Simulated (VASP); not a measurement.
# WC (Qusongite): band structure with optPBE-vdW

Crystal: WC (Qusongite).

```
W C
1.0
     2.90650    0.00000    0.00000
    -1.45325    2.51710    0.00000
     0.00000    0.00000    2.83660
W C
1 1
Direct
  0.00000 0.00000 0.00000
  0.66667 0.33333 0.50000
```

| Property | Result |
| --- | --- |
| Program | VASP 6.6.1 |
| Task | band structure |
| Functional | optPBE-vdW |
| Potentials or basis | VASP PAW PBE potentials, release 64 (W, C) |
| Cutoff | 500 eV |
| k mesh | 10 × 10 × 9 |
| Occupations | fermi-dirac, width 0.1 eV |
| Spin | no spin polarisation |
| Further INCAR settings | ALGO = Normal; EDIFF = 1.00e-06; NBANDS = 12; ISYM = 0 |

* Band gap along the path: none (metal or under the smearing width)

Levels at the corners of the path, in eV from the Fermi level:
```tsv
point	band 2	band 3	band 4	band 5	band 6	band 7	band 8	band 9
Γ	-4.28	-3.34	-3.34	0.12	3.15	3.15	5.59	5.59
M	-6.99	-3.61	-3.54	-0.44	2.28	4.43	4.78	6.88
K	-6.50	-4.51	-3.45	0.59	0.94	2.04	3.22	9.10
Γ	-4.28	-3.34	-3.34	0.12	3.15	3.15	5.59	5.59
A	-8.55	-2.02	-2.02	-0.62	-0.62	3.58	4.57	4.57
L	-6.41	-4.30	-4.15	0.30	4.31	5.16	6.65	9.08
H	-7.14	-5.38	-1.61	-0.68	4.32	6.30	7.46	9.23
A	-8.55	-2.02	-2.02	-0.62	-0.62	3.58	4.57	4.57
L	-6.41	-4.30	-4.15	0.30	4.31	5.16	6.65	9.08
M	-6.99	-3.61	-3.54	-0.44	2.28	4.43	4.78	6.88
K	-6.50	-4.51	-3.45	0.59	0.94	2.04	3.22	9.10
H	-7.14	-5.38	-1.61	-0.68	4.32	6.30	7.46	9.23
```

Run time: 26 s on 1 thread of AMD EPYC 9R45 96-Core Processor (Zen 5), with other jobs on the host, peak memory 0.24 GiB.

Caveat: the log is that of the step along the path at fixed density, whose energy, stress, charges and moments have no meaning; spin-orbit coupling is left out, which moves the levels of the heavy elements.
